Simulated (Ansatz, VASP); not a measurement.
One calculation of Al, two programs

INCAR

```
SYSTEM = Al
ALGO = Normal ; EDIFF = 1E-6
ENCUT = 520 ; GGA = PS
ISIF = 2 ; ISMEAR = 0
IVDW = 12 ; LASPH = .TRUE.
LCHARG = .TRUE. ; LELF = .TRUE.
LREAL = .FALSE. ; LVHAR = .TRUE.
LWAVE = .FALSE. ; NBANDS = 10
NELM = 60 ; PREC = Accurate
SIGMA = 0.15
```

KPOINTS

```
k-points
0
G
  18 18 10
  0 0 0
```

File POSCAR:

```
Al
1.0
    2.8124553515      0.0000000000      0.0000000000
   -1.4062276757      2.4356577814      0.0000000000
    0.0000000000      0.0000000000      4.8668500000
Al
2
Direct
    0.6666666667      0.3333333333      0.7500000000
    0.3333333333      0.6666666667      0.2500000000
```

Input for Ansatz:

```yaml
crystal:
  lattice:
    - [2.8124553515, 0.0, 0.0]
    - [-1.4062276757, 2.4356577814, 0.0]
    - [0.0, 0.0, 4.86685]
  atoms:
    - { symbol: Al, position: [0.6666666667, 0.3333333333, 0.75] }
    - { symbol: Al, position: [0.3333333333, 0.6666666667, 0.25] }
basis:
  ecutwfc: 420
kpoints:
  mp_grid: { grid: [18, 18, 10] }
hamiltonian:
  xc: pbesol
  dispersion: d3bj
scf:
  occupations: { method: gaussian, width: 0.15 }
output:
  forces: true
  stress: true
  eigenvalues: true
```

This isn't the form of Al at room conditions, which is fcc.

Alike in both runs: task single point; functional PBEsol; dispersion D3(BJ); k mesh 18 × 18 × 10; occupations gaussian, width 0.15 eV; no spin polarisation.

|  | VASP | Ansatz |
| --- | --- | --- |
| version | VASP 6.6.1 | Ansatz 0.2.0 |
| potentials or method | VASP PAW PBE potentials, release 64 (Al) | scalar-relativistic, plane waves, PAW |
| plane-wave cutoff (eV) | 520 | 420 |
| valence electrons in the cell | 6 | 6 |

Ansatz gave:

- gap on the k mesh at the Fermi level (eV): none
- pressure (GPa): -4.5
- largest component of the traceless stress (GPa): 1.42

Estimate VASP's values.

gap on the k mesh at the Fermi level (eV): none; pressure (GPa): -4.4; largest component of the traceless stress (GPa): 1.44.

A gap of «none» marks a metal or a gap that the smearing closes.

Caveats: the PAW data sets were made with another functional, which shifts forces and pressure a little (VASP); pairwise dispersion overbinds metals, which lowers pressure and volume.
